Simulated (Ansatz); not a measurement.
## Cl: what symmetry allows forces and stress to be

```
CELL_PARAMETERS angstrom
3.12000 -2.24000 0.00000
3.12000 2.24000 0.00000
0.00000 0.00000 8.26000
ATOMIC_POSITIONS crystal
Cl 0.09652 0.90348 0.10000
Cl 0.63000 0.37000 0.40000
Cl 0.87000 0.13000 0.90000
Cl 0.37000 0.63000 0.60000
```

These are results of Ansatz, DFT PBEsol, scalar-relativistic, plane waves, PAW, not measurements.

Plane waves to 420 eV, a k mesh through Γ of 8×8×4 on the computed 4-atom cell and Gaussian smearing (0.02 eV); no spin polarisation.

This distorted cell has space group Cm, with 2 operations.

Q: Without a calculation: in which directions can each atom feel a force?

A: A force must be left unchanged by every operation that keeps its atom in place, so it lies in the space that those operations leave fixed. Atoms that the group maps onto each other feel forces of one size.
```
atom site symmetry operations at the site equivalent to atom allowed force (Cartesian)
 Cl1              m                       2                   1  in the plane normal to (1.00, 0.00, 0.00)
 Cl2              m                       2                   2  in the plane normal to (1.00, 0.00, 0.00)
 Cl3              m                       2                   3  in the plane normal to (1.00, 0.00, 0.00)
 Cl4              m                       2                   4  in the plane normal to (1.00, 0.00, 0.00)
```

That leaves 8 independent force components of 12, tied by 2 conditions that the forces sum to zero, so 6 remain. A relaxation in this cell that keeps the symmetry moves the atoms in these directions alone.

Q: And the stress tensor?

A: It must be invariant under the point group, which leaves 4 independent components: xz, xy vanish.

Q: Do the computed values obey this?

A: Yes. Forces (eV/Å):
```
Cl1  0.000 -0.681  1.195
Cl2  0.000  0.179  0.095
Cl3  0.000  0.695 -1.186
Cl4  0.000 -0.193 -0.104
```

Stress (GPa, compression positive, xx yy zz yz xz xy): 0.20 0.17 1.33 -2.14 0.00 0.00. The program imposes the same operations on density, forces and stress, so this confirms the analysis and is no independent test of the calculation.

The cell holds molecules, and where no dispersion correction was added their binding is poorly described.